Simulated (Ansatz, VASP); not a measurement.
One calculation of CoSi, two programs

```
Co Si
1.0
     2.75685    0.00000    0.00000
     0.00000    2.75685    0.00000
     0.00000    0.00000    2.75685
Co Si
1 1
Direct
  0.00000 0.00000 0.00000
  0.50000 0.50000 0.50000
```

Alike in both runs: functional r2SCAN; k mesh 6 × 6 × 6; occupations gaussian, width 0.1 eV; collinear spin.

Ansatz relaxed the structure, and its values are those at the end. VASP's run is a single point on that final structure, the one shown.

|  | VASP | Ansatz |
| --- | --- | --- |
| version | VASP 6.6.1 | Ansatz 0.2.0 |
| potentials or method | VASP PAW PBE potentials, release 64 (Co, Si) | scalar-relativistic, plane waves, PAW |
| plane-wave cutoff (eV) | 520 | 500 |
| valence electrons in the cell | 13 | 21 |

|  | VASP | Ansatz | Ansatz less VASP |
| --- | --- | --- | --- |
| gap on the k mesh at the Fermi level (eV) | none | none | - |
| pressure (GPa) | 0.2 | 0.1 | -0.08 |
| net moment per atom (μB) | 0.36 | 0.36 | +0.001 |
| size of the moment on the site where the two differ most (μB) | 0.78 | 0.80 | +0.021 |

Site moments also hang on the region over which each program counts them. A gap of «none» marks a metal or a gap that the smearing closes. The two sets of potentials don't hold the same shells in valence.

Caveats: the k mesh is coarse (spacing up to 0.38 Å⁻¹), so the values aren't converged; the PAW data sets were made with another functional, which shifts forces and pressure a little (VASP).
